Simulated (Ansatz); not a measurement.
# simple cubic against fcc along the 5d metals

Method: DFT, PBE, plane waves (420 eV) with PAW, scalar-relativistic (Ansatz 0.2.0).

Each structure is relaxed within its symmetry, in the lowest magnetic state of the tried starts. Differences under about 8 meV lie within the error of the k-point mesh. Some of these cells lie far above the measured volume under this functional.

```tsv
element	E(simple cubic) − E(fcc) (meV/atom)	V(simple cubic) (Å³/atom)	V(fcc) (Å³/atom)	state of simple cubic	state of fcc
Lu	813	32.99	29.10	spin not included	spin not included
Hf	1011	24.83	22.58	spin not included	spin not included
Ta	888	20.62	18.83	spin not included	spin not included
W	958	18.35	16.46	spin not included	spin not included
Re	1320	17.18	15.01	spin not included	spin not included
Os	1403	16.73	14.35	spin not included	spin not included
Ir	1002	17.01	14.51	non-magnetic	non-magnetic
Pt	459	18.10	15.66	spin not included	spin not included
Au	198	20.75	17.95	spin not included	spin not included
Hg	3	29.63	32.01	spin not included	spin not included
```
